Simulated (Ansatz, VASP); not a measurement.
**FeO: VASP beside Ansatz**

The input INCAR:

```
SYSTEM = FeO
  PREC = Accurate
  ENCUT = 520
  EDIFF = 1E-7
  ISMEAR = -1
  SIGMA = 0.05
  LREAL = .False.
  LASPH = .True.
  NELM = 150
  ALGO = Normal
  ISIF = 2
  LWAVE = .False.
  LCHARG = .False.
  ISPIN = 2
  MAGMOM = 3 0
  LORBIT = 11
  LMAXMIX = 4
  GGA = PE
  NBANDS = 18
```

KPOINTS

```
regular mesh
0
Gamma
  12 12 12
  0 0 0
```

The input POSCAR:

```
FeO
1.0
   -1.6231861388      1.6231861388      2.1108084499
    1.6231861388     -1.6231861388      2.1108084499
    1.6231861388      1.6231861388     -2.1108084499
Fe O
1 1
Direct
    0.0000000000      0.0000000000      0.0000000000
    0.5000000000      0.5000000000      0.0000000000
```

File input.yaml:

```yaml
crystal:
  lattice:
    - [-1.6231861388, 1.6231861388, 2.1108084499]
    - [1.6231861388, -1.6231861388, 2.1108084499]
    - [1.6231861388, 1.6231861388, -2.1108084499]
  atoms:
    - { symbol: Fe, position: [0.0, 0.0, 0.0], spin: 3.0 }
    - { symbol: O, position: [0.5, 0.5, 0.0] }
hamiltonian:
  xc: pbe
  pseudopotentials: { kind: paw }
magnetization:
  spin_polarized: true
kpoints:
  mp_grid: { grid: [12, 12, 12] }
scf:
  occupations: { method: fermi_dirac, width: 0.05 }
output:
  forces: true
  stress: true
  eigenvalues: true
  write_density: true
  write_potential: true
  elf: true
  volumetric_format: npy
```

Change from the starting cell: volume scaled by 1.04.

Alike in both runs: task single point; functional PBE; k mesh 12 × 12 × 12; occupations fermi-dirac, width 0.05 eV; collinear spin, ferromagnetic start.

```csv
,VASP,Ansatz
version,VASP 6.6.1,Ansatz 0.2.0
potentials or method,"VASP PAW PBE potentials, release 64 (Fe, O)",Ansatz PAW
plane-wave cutoff (eV),520,420
valence electrons in the cell,14,22
```

Ansatz gave:

* gap on the k mesh at the Fermi level (eV): none
* pressure (GPa): -13.7
* largest component of the traceless stress (GPa): 1.24
* net moment per atom (μB): 2.00
* size of the moment on the site where the two differ most (μB): 3.42

**Question.** What did VASP give for the same quantities?

**Answer.** gap on the k mesh at the Fermi level (eV): none; pressure (GPa): -13.7; largest component of the traceless stress (GPa): 1.49; net moment per atom (μB): 2.00; size of the moment on the site where the two differ most (μB): 3.62.

Site moments also hang on the region over which each program counts them. A gap of «none» marks a metal or a gap that the smearing closes. The two sets of potentials don't hold the same shells in valence.

Caveats: a cell with one magnetic atom can't hold antiferromagnetic order, which such compounds often take; semilocal functionals often make such compounds metallic where correlation or magnetic order opens a gap, which also shifts bond lengths; the pressure holds a Pulay correction of +0.6 GPa for the finite cutoff (Ansatz).
